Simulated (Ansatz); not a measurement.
# How much does Ir in W(100), 2x2 scatter?, part 2 of 3

How strong a scatterer is Ir in W(100), 2x2, and does relaxation matter?

Ansatz 0.2.0; Ansatz plane-wave DFT, PBE, PAW files; ballistic transport by layer matching (Landauer), zero bias; PAW set soft_1 (the session's first sound run).

So far, resistivity per at.% scaled from this dense plane, with the factor 3/4 for isotropic scattering (µΩ cm): step 3 (resistance at ideal sites) 4.93.

## 4. Relaxing the neighbours

The neighbours of the defect are let go while the lead's layers stay on their sites, since a lead must repeat to 0.01 Å.

This step: Ansatz plane-wave DFT, PBE, PAW files; relaxation with the lead's layers held; PAW set soft_1 (Ansatz 0.2.0).

The input, input.yaml:

```yaml
crystal:
  lattice:
    - [6.3296, 0.0, 0.0]
    - [0.0, 6.3296, 0.0]
    - [0.0, 0.0, 28.4832]
  atoms:
    - { symbol: W, position: [0.0, 0.0, 0.0277777778] }
    - { symbol: W, position: [0.0, 0.5, 0.0277777778] }
    - { symbol: W, position: [0.5, 0.0, 0.0277777778] }
    - { symbol: W, position: [0.5, 0.5, 0.0277777778] }
    - { symbol: W, position: [0.25, 0.25, 0.0833333333] }
    - { symbol: W, position: [0.25, 0.75, 0.0833333333] }
    - { symbol: W, position: [0.75, 0.25, 0.0833333333] }
    - { symbol: W, position: [0.75, 0.75, 0.0833333333] }
    - { symbol: W, position: [0.0, 0.0, 0.1388888889] }
    - { symbol: W, position: [0.0, 0.5, 0.1388888889] }
    - { symbol: W, position: [0.5, 0.0, 0.1388888889] }
    - { symbol: W, position: [0.5, 0.5, 0.1388888889] }
    - { symbol: W, position: [0.25, 0.25, 0.1944444444] }
    - { symbol: W, position: [0.25, 0.75, 0.1944444444] }
    - { symbol: W, position: [0.75, 0.25, 0.1944444444] }
    - { symbol: W, position: [0.75, 0.75, 0.1944444444] }
    - { symbol: W, position: [0.0, 0.0, 0.25] }
    - { symbol: W, position: [0.0, 0.5, 0.25] }
    - { symbol: W, position: [0.5, 0.0, 0.25] }
    - { symbol: W, position: [0.5, 0.5, 0.25] }
    - { symbol: W, position: [0.25, 0.25, 0.3055555556] }
    - { symbol: W, position: [0.25, 0.75, 0.3055555556] }
    - { symbol: W, position: [0.75, 0.25, 0.3055555556] }
    - { symbol: W, position: [0.75, 0.75, 0.3055555556] }
    - { symbol: W, position: [0.0, 0.0, 0.3611111111] }
    - { symbol: W, position: [0.0, 0.5, 0.3611111111] }
    - { symbol: W, position: [0.5, 0.0, 0.3611111111] }
    - { symbol: W, position: [0.5, 0.5, 0.3611111111] }
    - { symbol: W, position: [0.25, 0.25, 0.4166666667] }
    - { symbol: W, position: [0.25, 0.75, 0.4166666667] }
    - { symbol: W, position: [0.75, 0.25, 0.4166666667] }
    - { symbol: W, position: [0.75, 0.75, 0.4166666667] }
    - { symbol: W, position: [0.0, 0.0, 0.4722222222] }
    - { symbol: W, position: [0.0, 0.5, 0.4722222222] }
    - { symbol: W, position: [0.5, 0.0, 0.4722222222] }
    - { symbol: W, position: [0.5, 0.5, 0.4722222222] }
    - { symbol: Ir, position: [0.25, 0.25, 0.5277777778] }
    - { symbol: W, position: [0.25, 0.75, 0.5277777778] }
    - { symbol: W, position: [0.75, 0.25, 0.5277777778] }
    - { symbol: W, position: [0.75, 0.75, 0.5277777778] }
    - { symbol: W, position: [0.0, 0.0, 0.5833333333] }
    - { symbol: W, position: [0.0, 0.5, 0.5833333333] }
    - { symbol: W, position: [0.5, 0.0, 0.5833333333] }
    - { symbol: W, position: [0.5, 0.5, 0.5833333333] }
    - { symbol: W, position: [0.25, 0.25, 0.6388888889] }
    - { symbol: W, position: [0.25, 0.75, 0.6388888889] }
    - { symbol: W, position: [0.75, 0.25, 0.6388888889] }
    - { symbol: W, position: [0.75, 0.75, 0.6388888889] }
    - { symbol: W, position: [0.0, 0.0, 0.6944444444] }
    - { symbol: W, position: [0.0, 0.5, 0.6944444444] }
    - { symbol: W, position: [0.5, 0.0, 0.6944444444] }
    - { symbol: W, position: [0.5, 0.5, 0.6944444444] }
    - { symbol: W, position: [0.25, 0.25, 0.75] }
    - { symbol: W, position: [0.25, 0.75, 0.75] }
    - { symbol: W, position: [0.75, 0.25, 0.75] }
    - { symbol: W, position: [0.75, 0.75, 0.75] }
    - { symbol: W, position: [0.0, 0.0, 0.8055555556] }
    - { symbol: W, position: [0.0, 0.5, 0.8055555556] }
    - { symbol: W, position: [0.5, 0.0, 0.8055555556] }
    - { symbol: W, position: [0.5, 0.5, 0.8055555556] }
    - { symbol: W, position: [0.25, 0.25, 0.8611111111] }
    - { symbol: W, position: [0.25, 0.75, 0.8611111111] }
    - { symbol: W, position: [0.75, 0.25, 0.8611111111] }
    - { symbol: W, position: [0.75, 0.75, 0.8611111111] }
    - { symbol: W, position: [0.0, 0.0, 0.9166666667] }
    - { symbol: W, position: [0.0, 0.5, 0.9166666667] }
    - { symbol: W, position: [0.5, 0.0, 0.9166666667] }
    - { symbol: W, position: [0.5, 0.5, 0.9166666667] }
    - { symbol: W, position: [0.25, 0.25, 0.9722222222] }
    - { symbol: W, position: [0.25, 0.75, 0.9722222222] }
    - { symbol: W, position: [0.75, 0.25, 0.9722222222] }
    - { symbol: W, position: [0.75, 0.75, 0.9722222222] }
kpoints:
  mp_grid: { grid: [4, 4, 1] }
hamiltonian:
  xc: pbe
  pseudopotentials: { kind: paw, azcp: { folder: soft_1 } }
scf:
  occupations: { method: fermi_dirac, width: 0.1 }
relax:
  f_tol: 0.03
  max_steps: 40
  constraints:
    - { sites: [0, 1, 2, 3, 4, 5, 6, 7, 8, 9, 10, 11, 12, 13, 14, 15, 16, 17, 18, 19, 52, 53, 54, 55, 56, 57, 58, 59, 60, 61, 62, 63, 64, 65, 66, 67, 68, 69, 70, 71] }
```

Run with:

```console
> ansatz run input.yaml --threads 4 --pin off --max-ram 15360MiB --backend cpu --events-out ev --progress --plain --runs-dir out
```

Numbers of over 12 decimals in the logs are rounded to 6 here.

What it wrote:

```text
Warning: crystal.symmetry: narrowed to the stabiliser of the relax constraints — unitary ops 16 → 8; lowered at sites 20, 21, 22, 23, 52, 53, 54, 55 (the operations that carried what is held of a site onto what its image site leaves free; the constrained walk keeps no symmetry that its constraints do not admit)
[...]
Crystal: 72 atoms, lattice volume = 1141.146 Å³
Basis set: ecut = 420 eV, 22299 PW (Γ), exchange–correlation on 90×90×384 points (8 copies of the dense FFT grid, shifted against one another)
Bands: 607, of which v1, the nominal top of the filled ones, is band 506 counted from 1 (505 counted from 0)
Symmetry: 8 space group operations
k-points: 6 of 16
[...]
SCF iter   1: F=—  HF=-749356.974189 eV  |F-HF|=—  |Δ(HF+E_count)|=         —  Δρ=6.71e-2  dr2=7.54e2  ethr=3.10e-3  ⟨swp⟩=5.3  Hψ=11304  notcnv=0
[...]
SCF iter   8: F=-749336.651314 eV  HF=-749336.651326 eV  |F-HF|=1.18e-5  |Δ(HF+E_count)|=   2.90e-6  Δρ=8.42e-6  dr2=1.22e-5  ethr=2.23e-9  ⟨swp⟩=2.0  Hψ=10625  notcnv=0
SCF 1 converged in 8 iterations: F = -749336.651314 eV  dr2 = 1.22e-5
[...]
relax step   1: F+E_penalty+E_count = -749336.65131429 eV  Δ(F+E_penalty+E_count) = +0.000e0 eV  max|allowed force component| = 4.102e-1 eV/Å  Δτ_max = 0.0000 Å  (8 SCF iters, dr2 threshold 2.25e-5 eV, accepted)
[...]
iter 1 solved again at ethr=2.97e-4 eV; its pass at ethr=3.10e-3 eV (dr2=3.01e0 eV) is discarded
[...]
SCF iter   6: F=-749336.031210 eV  HF=-749336.031214 eV  |F-HF|=3.70e-6  |Δ(HF+E_count)|=   1.31e-6  Δρ=5.47e-6  dr2=3.87e-6  ethr=1.04e-9  ⟨swp⟩=3.0  Hψ=8727  notcnv=0
SCF 2 converged in 6 iterations: F = -749336.031210 eV  dr2 = 3.87e-6
relax step   2: F+E_penalty+E_count = -749336.03121002 eV  Δ(F+E_penalty+E_count) = +6.201e-1 eV  max|allowed force component| = 1.109e0 eV/Å  Δτ_max = 0.1248 Å  (6 SCF iters, dr2 threshold 1.05e-5 eV, rejected (line search))
SCF iter   1: F=—  HF=-749336.799764 eV  |F-HF|=—  |Δ(HF+E_count)|=         —  Δρ=5.60e-3  dr2=2.40e0  ethr=1.86e-3  ⟨swp⟩=3.7  Hψ=7188  notcnv=0  defer=2
[...]
SCF iter   8: F=-749336.725805 eV  HF=-749336.725805 eV  |F-HF|=3.27e-8  |Δ(HF+E_count)|=   3.18e-8  Δρ=5.79e-7  dr2=3.46e-8  ethr=9.89e-12  ⟨swp⟩=3.2  Hψ=9355  notcnv=0
SCF 3 converged in 8 iterations: F = -749336.725805 eV  dr2 = 3.46e-8
relax step   3: F+E_penalty+E_count = -749336.72580472 eV  Δ(F+E_penalty+E_count) = -7.449e-2 eV  max|allowed force component| = 1.008e-1 eV/Å  Δτ_max = 0.0354 Å  (8 SCF iters, accepted)
[...]
relax step   4: F+E_penalty+E_count = -749336.72674297 eV  Δ(F+E_penalty+E_count) = -9.382e-4 eV  max|allowed force component| = 3.064e-2 eV/Å  Δτ_max = 0.0041 Å  (6 SCF iters, accepted)
SCF iter   1: F=—  HF=-749336.726433 eV  |F-HF|=—  |Δ(HF+E_count)|=         —  Δρ=9.48e-5  dr2=3.93e-4  ethr=1.80e-7  ⟨swp⟩=2.3  Hψ=5597  notcnv=0  defer=2
[...]
SCF iter   6: F=-749336.726834 eV  HF=-749336.726834 eV  |F-HF|=8.15e-10  |Δ(HF+E_count)|=  2.33e-10  Δρ=6.77e-8  dr2=9.09e-10  ethr=1.10e-12  ⟨swp⟩=1.0  Hψ=7786  notcnv=0
SCF 5 converged in 6 iterations: F = -749336.726834 eV  dr2 = 9.09e-10
relax step   5: F+E_penalty+E_count = -749336.72683430 eV  Δ(F+E_penalty+E_count) = -9.133e-5 eV  max|allowed force component| = 3.352e-3 eV/Å  Δτ_max = 0.0024 Å  (6 SCF iters, accepted)
SCF converged after 6 iterations
Free energy (F): -749336.726834 eV
[...]
Internal energy: -749335.401326 eV  (E = F + TS)
E sigma→0 (E₀):  -749336.064080 eV
Entropy (-TS):   -1.325508 eV (-18.410 meV/atom)
Fermi energy:    22.437644 eV
[...]
--- Forces (eV/Å), atoms counted from 1 ---
  atom   1  W      0.00939572     0.00939572    -0.00005212
  atom   2  W      0.00939572    -0.00939572    -0.00005212
  atom   3  W     -0.00939572     0.00939572    -0.00005212
  atom   4  W     -0.00939572    -0.00939572    -0.00005212
  atom   5  W     -0.00000000     0.00000000    -0.01739170
  atom   6  W      0.00000000     0.00000000    -0.01005326
  atom   7  W     -0.00000000     0.00000000    -0.01005326
  atom   8  W     -0.00000000     0.00000000     0.01524881
  atom   9  W      0.00589737     0.00589737     0.02272516
  atom  10  W      0.00589737    -0.00589737     0.02272516
  atom  11  W     -0.00589737     0.00589737     0.02272516
  atom  12  W     -0.00589737    -0.00589737     0.02272516
  atom  13  W     -0.00000000     0.00000000     0.00649581
  atom  14  W      0.00000000     0.00000000    -0.01746589
  atom  15  W     -0.00000000     0.00000000    -0.01746589
  atom  16  W     -0.00000000     0.00000000    -0.01590605
  atom  17  W      0.00355149     0.00355149     0.05917248
  atom  18  W      0.00355149    -0.00355149     0.05917248
  atom  19  W     -0.00355149     0.00355149     0.05917248
  atom  20  W     -0.00355149    -0.00355149     0.05917248
  atom  21  W      0.00000000     0.00000000    -0.00286240
  atom  22  W      0.00000000     0.00000000     0.00190501
  atom  23  W      0.00000000     0.00000000     0.00190501
  atom  24  W      0.00000000     0.00000000     0.00293917
  atom  25  W      0.00026818     0.00026818    -0.00035693
  atom  26  W      0.00026818    -0.00026818    -0.00035693
  atom  27  W     -0.00026818     0.00026818    -0.00035693
  atom  28  W     -0.00026818    -0.00026818    -0.00035693
  atom  29  W      0.00000000     0.00000000    -0.00335163
  atom  30  W      0.00000000     0.00000000    -0.00189499
  atom  31  W      0.00000000     0.00000000    -0.00189499
  atom  32  W      0.00000000     0.00000000    -0.00111042
  atom  33  W     -0.00014694    -0.00014694    -0.00119557
  atom  34  W     -0.00014694     0.00014694    -0.00119557
  atom  35  W      0.00014694    -0.00014694    -0.00119557
  atom  36  W      0.00014694     0.00014694    -0.00119557
  atom  37  Ir    -0.00000000     0.00000000    -0.00136758
  atom  38  W      0.00000000     0.00000000     0.00123217
  atom  39  W      0.00000000     0.00000000     0.00123217
  atom  40  W      0.00000000     0.00000000     0.00055205
[...]
atom  61  W      0.00000000     0.00000000     0.03067675
  atom  62  W      0.00000000     0.00000000     0.02162851
  atom  63  W      0.00000000     0.00000000     0.02162851
  atom  64  W      0.00000000     0.00000000     0.00225693
  atom  65  W      0.00621063     0.00621063    -0.02315859
  atom  66  W      0.00621063    -0.00621063    -0.02315859
  atom  67  W     -0.00621063     0.00621063    -0.02315859
  atom  68  W     -0.00621063    -0.00621063    -0.02315859
  atom  69  W      0.00000000     0.00000000     0.01822730
  atom  70  W      0.00000000     0.00000000     0.00915098
  atom  71  W      0.00000000     0.00000000     0.00915098
  atom  72  W      0.00000000     0.00000000    -0.01276300
  max |Σ_I F_I| component: 1.36e-5 eV/Å
--- Relaxed structure (5 steps of the walk, 4 accepted, 0 SCFs on fresh bases) ---
  F+E_penalty+E_count = -749336.72683430 eV   max|allowed force component| = 3.352e-3 eV/Å
  atoms:
    - { symbol: W, position: [0.0, 0.0, 0.027778] }
    - { symbol: W, position: [0.0, 0.5, 0.027778] }
    - { symbol: W, position: [0.5, 0.0, 0.027778] }
    - { symbol: W, position: [0.5, 0.5, 0.027778] }
    - { symbol: W, position: [0.25, 0.25, 0.083333] }
    - { symbol: W, position: [0.25, 0.75, 0.083333] }
    - { symbol: W, position: [0.75, 0.25, 0.083333] }
    - { symbol: W, position: [0.75, 0.75, 0.083333] }
    - { symbol: W, position: [0.0, 0.0, 0.138889] }
    - { symbol: W, position: [0.0, 0.5, 0.138889] }
    - { symbol: W, position: [0.5, 0.0, 0.138889] }
    - { symbol: W, position: [0.5, 0.5, 0.138889] }
    - { symbol: W, position: [0.25, 0.25, 0.194444] }
    - { symbol: W, position: [0.25, 0.75, 0.194444] }
    - { symbol: W, position: [0.75, 0.25, 0.194444] }
    - { symbol: W, position: [0.75, 0.75, 0.194444] }
    - { symbol: W, position: [0.0, 0.0, 0.250000] }
    - { symbol: W, position: [0.0, 0.5, 0.250000] }
    - { symbol: W, position: [0.5, 0.0, 0.250000] }
    - { symbol: W, position: [0.5, 0.5, 0.250000] }
    - { symbol: W, position: [0.25, 0.25, 0.305991] }
    - { symbol: W, position: [0.25, 0.75, 0.305568] }
    - { symbol: W, position: [0.75, 0.25, 0.305568] }
    - { symbol: W, position: [0.75, 0.75, 0.305383] }
    - { symbol: W, position: [0.00029883, 0.00029883, 0.361289] }
    - { symbol: W, position: [0.00029883, 0.499701, 0.361289] }
    - { symbol: W, position: [0.499701, 0.00029883, 0.361289] }
    - { symbol: W, position: [0.499701, 0.499701, 0.361289] }
    - { symbol: W, position: [0.25, 0.25, 0.418135] }
    - { symbol: W, position: [0.25, 0.75, 0.416911] }
    - { symbol: W, position: [0.75, 0.25, 0.416911] }
    - { symbol: W, position: [0.75, 0.75, 0.415960] }
    - { symbol: W, position: [-0.00262132, -0.00262132, 0.471933] }
    - { symbol: W, position: [-0.00262132, 0.502621, 0.471933] }
    - { symbol: W, position: [0.502621, -0.00262132, 0.471933] }
    - { symbol: W, position: [0.502621, 0.502621, 0.471933] }
    - { symbol: Ir, position: [0.25, 0.25, 0.527798] }
    - { symbol: W, position: [0.25, 0.75, 0.527797] }
    - { symbol: W, position: [0.75, 0.25, 0.527797] }
    - { symbol: W, position: [0.75, 0.75, 0.527806] }
    - { symbol: W, position: [-0.0026021, -0.0026021, 0.583671] }
[...]
- { symbol: W, position: [0.25, 0.25, 0.861111] }
    - { symbol: W, position: [0.25, 0.75, 0.861111] }
    - { symbol: W, position: [0.75, 0.25, 0.861111] }
    - { symbol: W, position: [0.75, 0.75, 0.861111] }
    - { symbol: W, position: [0.0, 0.0, 0.916667] }
    - { symbol: W, position: [0.0, 0.5, 0.916667] }
    - { symbol: W, position: [0.5, 0.0, 0.916667] }
    - { symbol: W, position: [0.5, 0.5, 0.916667] }
    - { symbol: W, position: [0.25, 0.25, 0.972222] }
    - { symbol: W, position: [0.25, 0.75, 0.972222] }
    - { symbol: W, position: [0.75, 0.25, 0.972222] }
    - { symbol: W, position: [0.75, 0.75, 0.972222] }
```

It took 6.2 min on 4 threads of Intel Xeon Platinum 8375C at 2.90GHz (Ice Lake), shared host; peak memory 6.8 GiB.

Relaxation path:

```tsv
step	energy less that of the first step (eV)	largest force component (eV/Å)
1	0.0000	0.4102
2	0.6201	1.1089
3	-0.0745	0.1008
4	-0.0754	0.0306
5	-0.0755	0.0034
```

Relaxation step 2 was tried and not accepted.

The atoms that moved most (Å):

```tsv
atom	dx	dy	dz	length
W29	0.000	0.000	0.042	0.042
W45	0.000	0.000	-0.039	0.039
W41	-0.016	-0.016	0.010	0.025
W43	0.016	-0.016	0.010	0.025
W42	-0.016	0.016	0.010	0.025
W44	0.016	0.016	0.010	0.025
W33	-0.017	-0.017	-0.008	0.025
W34	-0.017	0.017	-0.008	0.025
```

Numbers from this step:

- free energy: -749336.7268 eV
- energy at zero smearing: -749336.0641 eV

The largest force component on a free atom ends at 0.0034 eV/Å, under the tolerance of 0.03, after 5 steps.

[end of part 2 of 3]

[Logs are printed without paths, hosts, clocks, repeated set-up lines and the standing remarks that a program may print on its own settings, such as how far it seeks lower states.]

[Hosts, paths, dates, database ids (printed as entryN), source tags and the programs' standing remarks are cut or masked in the printed files.]
